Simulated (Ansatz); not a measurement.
AlSb:
```cif
data_Al4Sb4
_chemical_formula_sum 'Sb4 Al4'
_space_group_name_H-M_alt 'F-43m'
_space_group_IT_number 216
_space_group_name_Hall 'F -4 2 3'
_cell_length_a 6.22515
_cell_length_b 6.22515
_cell_length_c 6.22515
_cell_angle_alpha 90.000
_cell_angle_beta 90.000
_cell_angle_gamma 90.000
loop_
_atom_site_label
_atom_site_type_symbol
_atom_site_symmetry_multiplicity
_atom_site_Wyckoff_symbol
_atom_site_fract_x
_atom_site_fract_y
_atom_site_fract_z
_atom_site_occupancy
Sb1 Sb 4 c 0.25000 0.25000 0.25000 1
Al1 Al 4 a 0.00000 0.00000 0.00000 1
```
(The calculation used a cell of 2 atoms; values per cell refer to that cell.)

Relaxed with PBE. DFT-PBE in the program Ansatz with PAW potentials gives a gap of 1.24 eV.

Q: What gap does HSE06 give on the same cell (Ansatz, PAW)?

A: 1.84 eV, 0.60 eV more. The hybrid was solved on a coarser mesh and at special points; its gap is the smallest among all of these.

```
k  v1 PBE  c1 PBE  v1 HSE06  c1 HSE06
-  ------  ------  --------  --------
Γ    0.00    1.28       [?]       [?]
X   -2.09    1.30     -2.29      1.84
L   -0.87    1.24       [?]       [?]
W   -2.59    3.96       [?]       [?]
K   -1.76    1.73       [?]       [?]
```

Q: Top valence (v1) and lowest conduction level (c1) in eV from each method's valence maximum (which need not be a listed point): supply the withheld HSE06 values.

A: 
- W, v1 HSE06: -2.81
- W, c1 HSE06: 4.61
- K, v1 HSE06: -1.92
- K, c1 HSE06: 2.30
- L, v1 HSE06: -0.95
- L, c1 HSE06: 1.86
- Γ, v1 HSE06: 0.00
- Γ, c1 HSE06: 2.04

Cost on shared cores: the PBE run (SCF on a 8×8×8 mesh, then bands and DOS) about 16 core-seconds (a rough figure), the HSE06 run (SCF on 6×6×6, then a few points) around 90 core-seconds (rough); the tasks are unlike.

The PBE relaxation kept the symmetry of its start; of distortions, only those at the zone centre were tested. Scalar-relativistic: spin–orbit coupling is off unless named, which matters more the heavier the elements.

Potentials: the later of the program's two PAW sets.
